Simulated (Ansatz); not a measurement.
# Residual resistivity of an alloy: Au(111) with 4 layers of random Au-Li, 2x2

How strongly does chemical disorder scatter in Au(111) with 4 layers of random Au-Li, 2x2?

Calculated with Ansatz 0.2.0; Ansatz plane-wave DFT, PBE, PAW files; ballistic transport by layer matching (Landauer), zero bias; PAW set soft_1.

This is a report of a sequence of runs, with most program output left out.

## 1. Set-up

The cell holds 40 atoms: 38 Au and 2 Li. Cell: a = 5.768 Å, b = 5.768 Å, c = 23.605 Å, α = 93.5°, β = 86.5°, γ = 120.0°. It derives from Au. Regions: lead, 24 atoms (24 Au); scattering region, 16 atoms (14 Au and 2 Li). The structure is stacked along c, and the current runs across the ab planes.

## 2. With 4 alloy layers

In 4 layers a share of 0.125 of the sites is given to Li at random. The layers about the cell's end stay perfect and serve as the lead. Energies from -0.05 to 0.05 eV in steps of 0.05 eV are too few for the program's thermal sum, so it prints no conductance; for a metal the transmission near the Fermi level serves, at a fraction of the cost.

Input file input.yaml:

```yaml
crystal:
  lattice:
    - [5.7675164607, 0.0, 0.0]
    - [-2.8837582304, 4.9948157718, 0.0]
    - [1.4418791152, -0.8324692953, 23.5457873532]
  atoms:
    - { symbol: Au, position: [0.9916666667, 0.0083333333, 0.05] }
    - { symbol: Au, position: [0.9916666667, 0.5083333333, 0.05] }
    - { symbol: Au, position: [0.4916666667, 0.0083333333, 0.05] }
    - { symbol: Au, position: [0.4916666667, 0.5083333333, 0.05] }
    - { symbol: Au, position: [0.1416666667, 0.3583333333, 0.15] }
    - { symbol: Au, position: [0.1416666667, 0.8583333333, 0.15] }
    - { symbol: Au, position: [0.6416666667, 0.3583333333, 0.15] }
    - { symbol: Au, position: [0.6416666667, 0.8583333333, 0.15] }
[... 28 atom lines left out ...]
    - { symbol: Au, position: [0.8416666667, 0.1583333333, 0.95] }
    - { symbol: Au, position: [0.8416666667, 0.6583333333, 0.95] }
    - { symbol: Au, position: [0.3416666667, 0.1583333333, 0.95] }
    - { symbol: Au, position: [0.3416666667, 0.6583333333, 0.95] }
kpoints:
  mp_grid: { grid: [5, 5, 1] }
hamiltonian:
  xc: pbe
  pseudopotentials: { kind: paw, azcp: { folder: soft_1 } }
scf:
  occupations: { method: fermi_dirac, width: 0.1 }
output:
  transmission:
    leads: [[0, 4]]
    kmesh: [10, 10]
    e_range: [-0.05, 0.05]
    de: 0.05
  write_potential: true
  write_density: true
  volumetric_format: npy
```

Started as:

```bash
$ ansatz run input.yaml --threads 4 --pin off --max-ram 15360MiB --backend cpu --events-out ev --progress --plain --runs-dir out
```

Run time: 7.1 min. Hardware: 4 threads of Arm Neoverse V1, shared host; peak memory 5.3 GiB; 24 min of CPU time.

This step gave:

| Item | Value |
| --- | --- |
| free energy | -500156.8481 eV |
| energy at zero smearing | -500156.6179 eV |
| Fermi energy | 19.74 eV |
| cell area | 28.81 Å² |
| transmission per spin nearest the Fermi level | 2.678 |
| open channels per spin nearest the Fermi level | 3.21 |
| step of the lead's potential | 3.9 meV |

Per spin. Table of transmission, zone mean by energy, zero at the Fermi level:

| energy (eV) | transmission, zone mean |
| --- | --- |
| -0.0500 | 2.66 |
| 0.0000 | 2.68 |
| 0.0500 | 2.69 |

Per spin. The open channels, zone mean, lead stays at 3.21 for energy from -0.05 to 0.05 eV.

Transmission over k1 and k2. At 0.0000 eV from the Fermi level.

Values, 10 rows by 10 columns:
```
2.57 3.25 2.63 2.65 2.66 2.87 2.61 2.54 2.50 2.52
2.56 2.63 3.32 2.73 2.74 2.91 2.65 2.57 2.50 2.50
2.57 2.65 2.73 3.24 2.81 2.98 2.71 2.64 2.57 2.54
2.62 2.66 2.74 2.81 2.21 2.11 2.66 2.71 2.65 2.61
2.83 2.87 2.91 2.98 2.11 2.14 2.11 2.98 2.91 2.87
2.62 2.61 2.65 2.71 2.66 2.11 2.21 2.81 2.74 2.66
2.57 2.54 2.57 2.64 2.71 2.98 2.81 3.24 2.73 2.65
2.56 2.50 2.50 2.57 2.65 2.91 2.74 2.73 3.32 2.63
2.57 2.52 2.50 2.54 2.61 2.87 2.66 2.65 2.63 3.25
3.21 2.57 2.56 2.57 2.62 2.83 2.62 2.57 2.56 2.57
```
Columns: k1 (b1) from -0.5 to 0.4; rows upwards: k2 (b2) from -0.5 to 0.4.

Open channels over k1 and k2. At 0.0000 eV from the Fermi level.

Ten even steps from '0' (3.00) to '9' (4.00):
```
0900090000
0090090000
0009090000
0000000000
9999000999
0000000000
0000090900
0000090090
0000090009
9000090000
```
Columns: k1 (b1) from -0.5 to 0.4; rows upwards: k2 (b2) from -0.5 to 0.4.

Over the solved energies the transmission per spin lies between 2.66 and 2.69, out of 3.21 channels of the lead on average (up to 3.21).

## 3. With 8 alloy layers

In 8 layers a share of 0.125 of the sites is given to Li at random. A fresh draw is used; the growth of the resistance with length is what counts.

System of this step: Au(111) with 8 layers of random Au-Li, 2x2. The cell holds 56 atoms: 52 Au and 4 Li. Its edges and angles: a = 5.768 Å, b = 5.768 Å, c = 33.006 Å, α = 87.5°, β = 92.5°, γ = 120.0°. It derives from Au. Regions: lead, 24 atoms (24 Au); scattering region, 32 atoms (28 Au and 4 Li). The structure is stacked along c, and the current runs across the ab planes.

Input file input.yaml:

```yaml
crystal:
  lattice:
    - [5.7675164607, 0.0, 0.0]
    - [-2.8837582304, 4.9948157718, 0.0]
    - [-1.4418791152, 0.8324692953, 32.9641022945]
  atoms:
    - { symbol: Au, position: [0.005952381, 0.994047619, 0.0357142857] }
    - { symbol: Au, position: [0.005952381, 0.494047619, 0.0357142857] }
    - { symbol: Au, position: [0.505952381, 0.994047619, 0.0357142857] }
    - { symbol: Au, position: [0.505952381, 0.494047619, 0.0357142857] }
    - { symbol: Au, position: [0.1845238095, 0.3154761905, 0.1071428571] }
    - { symbol: Au, position: [0.1845238095, 0.8154761905, 0.1071428571] }
    - { symbol: Au, position: [0.6845238095, 0.3154761905, 0.1071428571] }
    - { symbol: Au, position: [0.6845238095, 0.8154761905, 0.1071428571] }
[... 44 atom lines left out ...]
    - { symbol: Au, position: [0.3273809524, 0.1726190476, 0.9642857143] }
    - { symbol: Au, position: [0.3273809524, 0.6726190476, 0.9642857143] }
    - { symbol: Au, position: [0.8273809524, 0.1726190476, 0.9642857143] }
    - { symbol: Au, position: [0.8273809524, 0.6726190476, 0.9642857143] }
kpoints:
  mp_grid: { grid: [5, 5, 1] }
hamiltonian:
  xc: pbe
  pseudopotentials: { kind: paw, azcp: { folder: soft_1 } }
scf:
  occupations: { method: fermi_dirac, width: 0.1 }
output:
  transmission:
    leads: [[0, 4]]
    kmesh: [10, 10]
    e_range: [-0.05, 0.05]
    de: 0.05
  write_potential: true
  write_density: true
  volumetric_format: npy
```

Run time: 14 min. Hardware: 4 threads; peak memory 9.4 GiB.

This step gave:

* free energy: -684686.0546 eV
* energy at zero smearing: -684685.7209 eV
* Fermi energy: 19.30 eV
* transmission per spin nearest the Fermi level: 2.645
* step of the lead's potential: 6.5 meV

Per spin. Table of transmission, zone mean by energy, zero at the Fermi level:

| energy (eV) | transmission, zone mean |
| --- | --- |
| -0.0500 | 2.63 |
| 0.0000 | 2.65 |
| 0.0500 | 2.67 |

Over the solved energies the transmission per spin lies between 2.63 and 2.67, out of 3.21 channels of the lead on average (up to 3.21).

## 4. With 12 alloy layers

In 12 layers a share of 0.125 of the sites is given to Li at random. A fresh draw is used; the growth of the resistance with length is what counts.

System of this step: Au(111) with 12 layers of random Au-Li, 2x2. The cell holds 72 atoms: 66 Au and 6 Li. Its edges and angles: a = 5.768 Å, b = 5.768 Å, c = 42.382 Å, α = 90.0°, β = 90.0°, γ = 120.0°. It derives from Au. Regions: lead, 24 atoms (24 Au); scattering region, 48 atoms (42 Au and 6 Li). The structure is stacked along c, and the current runs across the ab planes.

Input file input.yaml:

```yaml
crystal:
  lattice:
    - [5.7675164607, 0.0, 0.0]
    - [-2.8837582304, 4.9948157718, 0.0]
    - [0.0, 0.0, 42.3824172358]
  atoms:
    - { symbol: Au, position: [0.0, 0.0, 0.0277777778] }
    - { symbol: Au, position: [0.0, 0.5, 0.0277777778] }
    - { symbol: Au, position: [0.5, 0.0, 0.0277777778] }
    - { symbol: Au, position: [0.5, 0.5, 0.0277777778] }
    - { symbol: Au, position: [0.1666666667, 0.3333333333, 0.0833333333] }
    - { symbol: Au, position: [0.1666666667, 0.8333333333, 0.0833333333] }
    - { symbol: Au, position: [0.6666666667, 0.3333333333, 0.0833333333] }
    - { symbol: Au, position: [0.6666666667, 0.8333333333, 0.0833333333] }
[... 60 atom lines left out ...]
    - { symbol: Au, position: [0.3333333333, 0.1666666667, 0.9722222222] }
    - { symbol: Au, position: [0.3333333333, 0.6666666667, 0.9722222222] }
    - { symbol: Au, position: [0.8333333333, 0.1666666667, 0.9722222222] }
    - { symbol: Au, position: [0.8333333333, 0.6666666667, 0.9722222222] }
kpoints:
  mp_grid: { grid: [5, 5, 1] }
hamiltonian:
  xc: pbe
  pseudopotentials: { kind: paw, azcp: { folder: soft_1 } }
scf:
  occupations: { method: fermi_dirac, width: 0.1 }
output:
  transmission:
    leads: [[0, 4]]
    kmesh: [10, 10]
    e_range: [-0.05, 0.05]
    de: 0.05
  write_potential: true
  write_density: true
  volumetric_format: npy
```

Elapsed: 38 min, on 4 threads; peak memory 9.2 GiB; 2.5 h of CPU time.

This step gave:

```
free energy                                   : -869214.6458 eV
energy at zero smearing                       : -869214.2621 eV
Fermi energy                                  : 19.05 eV
transmission per spin nearest the Fermi level : 2.480
step of the lead's potential                  : 2.2 meV
```

Per spin. Transmission, zone mean against energy, zero at the Fermi level:

```
energy (eV)  transmission, zone mean
    -0.0500                     2.44
     0.0000                     2.48
     0.0500                     2.50
```

Over the solved energies the transmission per spin lies between 2.44 and 2.50, out of 3.21 channels of the lead on average (up to 3.21).

## 5. The fit

This step: Ansatz plane-wave DFT, PBE, PAW files; ballistic transport by layer matching (Landauer), zero bias; residual resistivity from the slope of the area resistance, atoms on the host's lattice; PAW set soft_1 (Ansatz 0.2.0).

Numbers from this step:

| Property | Result |
| --- | --- |
| resistivity | 5.970 µΩ cm |
| intercept | 0.1610 fΩ m² |
| scatter about the fit | 0.01919 fΩ m² |

Resistance, by row:

```
run  length (Å)      T  channels N  RA (fΩ m²)
 n4       9.418  2.677        3.21      0.2308
 n8       18.84  2.647        3.21      0.2463
n12       28.25  2.476        3.21      0.3432
```

Area resistance against length of the alloy:

| length of the alloy (Å) | area resistance (fΩ m²) |
| --- | --- |
| 9.42 | 0.231 |
| 18.84 | 0.246 |
| 28.25 | 0.343 |

The area resistance goes from 0.23 to 0.34 fΩ m² between 9.4 and 28.3 Å, a slope of 6.0 µΩ cm.

By hand from the end points: (0.3432 − 0.2308) fΩ m² / (28.25 − 9.42) Å = 6.0 µΩ cm, since 1 fΩ m² per Å is 1000 µΩ cm.

## 6. Outcome

```yaml
resistivity_from_the_slope: 5.97 µΩ cm
area_resistance_over_9p42_a: 0.231 fΩ m²
area_resistance_over_18p8_a: 0.246 fΩ m²
area_resistance_over_28p3_a: 0.343 fΩ m²
```

In words: The slope gives 6.0 µΩ cm. The points scatter by 0.019 fΩ m² about the line, with one random draw a length in a 2x2 cell, so the slope is a rough value. Read with a model of isotropic scattering on a spherical Fermi surface and the lead's 0.86×10¹⁵ S/m², this slope means a mean free path near 170 Å; over these lengths the model's slope is 1.17 times its bulk resistivity, which would be 5.1 µΩ cm. The draw over the shortest length came out nearly ordered, with 8 symmetry operations, so that point is a poor sample of a random alloy. The atoms sit on the host's lattice, so scattering by size misfit is left out. Spin-orbit coupling is left out, which matters for Au.

[Logs are printed without paths, hosts, clocks, repeated set-up lines and the standing remarks that a program may print on its own settings, such as how far it seeks lower states.]

[Hosts, paths, dates, database ids (printed as entryN), source tags and the programs' standing remarks are cut or masked in the printed files.]
